Q: Five PBE runs on fcc iridium place the equilibrium volume within about 0.15 % of one another. The bulk modulus is less well behaved: one run lies 2 % above another that uses the very same potential. If the volume is good to about a thousandth, where does a two-percent error in the stiffness come from?

ABINIT plane-wave DFT calculations of fcc Ir with the PBE functional, without spin polarisation or spin–orbit coupling, on a 12×12×12 k mesh with Fermi-Dirac smearing of 0.05 eV. The basis column gives the plane-wave cutoff; volume, bulk modulus and its pressure derivative (the slope) come from Birch-Murnaghan fits to static-lattice energies at seven volumes.

```csv
potentials,basis,equilibrium volume (Å³/atom),bulk modulus (GPa),bulk modulus slope
PseudoDojo NC SR PBE v0.4.1 standard,925 eV,14.453,350.6,5.050
SG15 NC PBE v1.2,925 eV,14.459,350.2,5.040
JTH PAW PBE v2.0,626 eV,14.473,353.7,5.000
JTH PAW PBE v2.0,327 eV,14.473,361.1,4.660
JTH PAW PBE v2.0,463 eV,14.475,352.3,5.040
```

A: Start with the energies involved. Change the volume of this crystal by 0.5 Å³ per atom, about 3.5 %, and its energy rises by roughly 20 meV per atom. Two percent of that is 0.4 meV, in total energies of a few thousand eV. A very small error is therefore enough, if it varies with volume in the right way.

Picture the energy against volume as a valley. The equilibrium volume tells where its floor lies, and the bulk modulus tells how sharply the valley curves there. These are separate properties of the curve, and an error can disturb one while it spares the other.

Q: I had a simpler idea. A compressed solid is a stiffer solid, so a run that finds a smaller cell should also find a larger modulus. Isn't the scatter in the modulus just the scatter in the volume, seen through a magnifying glass?

A: The rule behind your idea is sound, and the table lets us put a number on it. Call the volume per atom V, the bulk modulus B, and the bulk modulus slope B′, which says how fast B rises with pressure. Along one energy curve, a small change ΔV alters the modulus by −B′·B·ΔV/V. With B′ near 5, a cell smaller by 0.1 % is stiffer by 0.5 %.

Now try it on the PseudoDojo run, whose cell is 0.020 Å³ smaller than that of the JTH run at 626 eV. The rule asks for a modulus about 2.4 GPa higher, but the table has it 3.1 GPa lower. SG15 contradicts the rule in the same way. For JTH at 327 eV, the run that started your question, the volume equals that at 626 eV to the digits printed, so the rule has nothing to work with.

The rule fails here because it describes a walk along one valley. Two runs with different potentials or cutoffs have two slightly different valleys, and nothing obliges those to have the same curvature.

Q: Then I'd blame the plain size of the error. The cutoff decides how finely the plane waves can follow the wave functions, and 327 eV is low. How far off is the energy?

A: By about 28 meV per atom, compared with the same potential at 626 eV. That is more than the whole 20 meV rise we just discussed, so it looks alarming. But an error that is the same at every volume only lifts the valley, and both its floor and its curvature stay as they were. The two norm-conserving runs show how harmless a lift can be: their total energies differ by more than 200 eV per atom, because each potential has its own zero of energy, yet their moduli agree to 0.4 GPa.

There is a good reason why most of a cutoff error is such a lift. The waves that a low cutoff leaves out are those of short wavelength, needed mainly close to the nuclei. That region hardly changes when the crystal is compressed by a few percent, so nearly the same energy is lost at each volume. What matters is the small part that does change.

Q: So the shape of the error decides, and not its height. Can you turn that into an estimate?

A: Take the JTH run at 626 eV as the reference and call ΔE(V) the energy of another run less that of the reference, at the same volume. If ΔE slopes at the floor of the valley, the floor moves until the slope of the valley balances it. The curvature of the valley is B/V, so the shift is ΔV = −(V/B)·(slope of ΔE). If ΔE bends, its curvature adds to that of the valley and changes the modulus by V·(curvature of ΔE). Your hardening rule then adds its share for the shift of the floor.

To get slope and curvature, I put a cubic by least squares through ΔE at the seven volumes of each run and read them off at the reference minimum. For JTH at 327 eV, the bend amounts to 0.42 meV at a distance of 0.5 Å³. A parabola rises by half its curvature times the distance squared, so the curvature is 2 × 0.42/0.25, or about 3.4 meV/Å⁶.

Multiply by the volume, 14.47 Å³, and you have 49 meV/Å³. Since 1 eV/Å³ is about 160 GPa, this is close to 8 GPa. The table has a rise of 7.4 GPa. So less than half a meV of bend accounts for the excess, while the 28 meV of lift plays no part in it.

Q: That is close. Does it prove the explanation?

A: It proves less than it seems to. The moduli in the table come from the same energies as my ΔE, so the two had to agree roughly, even though no modulus entered the cubic. What the estimate does is locate the effect: it sits in the bend of the error, and the bend is tiny.

It also tells you how much noise you can afford. The energies scatter about their fitted curves by a few hundredths of a meV in the JTH runs. A likely source is the basis itself: at a fixed cutoff, plane waves join it in jumps as the cell grows. Treated as random, the scatter makes the difference between the moduli at 327 and 626 eV uncertain by 2 to 3 GPa. The excess of 7.4 GPa is roughly three times as large, so it is probably real, though its exact size isn't firm.

Q: One thing still bothers me. If the error varies with volume, why did the volume come out right at 327 eV?

A: Look at how the error runs. It falls from 29.6 meV at the smallest volume to 27.8 meV at the sixth of the seven, then rises again at the last. Its lowest stretch happens to lie near the equilibrium volume. There the error is almost flat but bent upwards, so it leaves the floor in place and makes the valley narrower.

Had the slope found in the middle of the volume range persisted as far as the minimum, the volume would have moved by about 0.008 Å³. That is still small, but it is well above the difference the table shows. The matching volume therefore looks like a coincidence of where the error levels off, and it is no sign that 327 eV is enough.

Q: The bulk modulus slope of that run is odd too, 4.66 where the others have about 5. Is that a second fault?

A: Most likely it belongs to the same one. Only two of the seven volumes lie above the minimum, so the fit sees mostly the compressed side of the valley. There a higher modulus at the minimum can be offset in part by a lower slope: as the pressure rises, the modulus of this run loses its lead over the one at 626 eV. Read the two numbers as a pair: neither should be quoted from this run as a property of iridium.

Q: And at 463 eV? The modulus there is 1.4 GPa below the one at 626 eV.

A: The energy error has shrunk to about 6 meV, and it is nearly the same at every volume. What is left of its bend is comparable with the scatter of the fits. I wouldn't look for a cause of that 1.4 GPa.

Q: Back to the norm-conserving runs, then. They have the smaller cells and the softer crystals. What kind of error does both at once?

A: One that acts like an extra pull between the atoms and fades quickly as they move apart. Relative to JTH, the energies of both norm-conserving runs rise with volume, steeply at first and then less so. The rise draws the cell inwards. The levelling-off is a downward bend, and it flattens the valley.

Compare this with a press that squeezes the crystal with a constant pressure. A constant pressure has no bend, so only your hardening rule is at work and the smaller cell is indeed stiffer. With a fading pull there is a contest. The pull hardens the crystal by B′ times its strength, and it softens the crystal by the rate at which it dies away. Softening wins if the pull drops by more than about 5 % for each percent of added volume, because B′ is about 5.

For PseudoDojo the pull is worth about 0.5 GPa at the reference volume, and it drops by roughly a tenth per percent of volume. That is twice the break-even rate. The bend takes away 5.3 GPa, the smaller cell gives back 2.4 GPa, and a net loss of about 3 GPa remains, as in the table. Your first idea was a real effect, then, but it was the weaker of two.

Q: Where does such a pull come from? The norm-conserving potentials treat 17 electrons of iridium explicitly and JTH only 15. Is it the two extra ones?

A: It may be. By the usual count the extra pair is the 5s shell, which JTH keeps frozen in the core. A shell that is free to respond when neighbours come close would add a short-ranged term of about the right character. But the two kinds of potential also differ in how they are built near the nucleus, and no pair of runs here changes the 5s shell alone, so this remains a guess.

Keep the size of the gap in mind as well. The JTH reference has a fit uncertainty of more than 1 GPa, and both norm-conserving runs are compared with that same reference. A gap of about 3 GPa is therefore only weakly resolved. The difference in volume is clearer, since the JTH runs at 463 and 626 eV differ by only 0.002 Å³, a small part of their distance from the other potentials.

Q: Suppose I need these numbers for a thin-film stress model. What should I take from the table?

A: For the lattice constant, the choice among the five runs hardly matters, as 0.15 % in volume is 0.05 % in length. PBE itself usually makes the cells of 5d metals too large by more than that, so take a misfit strain from measured lattice constants. For the stiffness, leave out the run at 327 eV; the other four lie between 350 and 354 GPa. That narrow range measures the numerical agreement only. All the runs share one functional, a static lattice and no spin–orbit coupling, and whatever error those bring is common to them all. A film strained in its plane also changes shape, so your model needs the shear stiffness as well, which this table doesn't hold.

When you test a cutoff for another metal, subtract the energies of two cutoffs volume by volume and look at the shape of the difference. For the volume and the modulus, a flat difference is harmless at any height. A straight slope moves the volume, and the modulus follows by your hardening rule. A bend goes directly into the modulus, and a check of the volume alone can miss it.
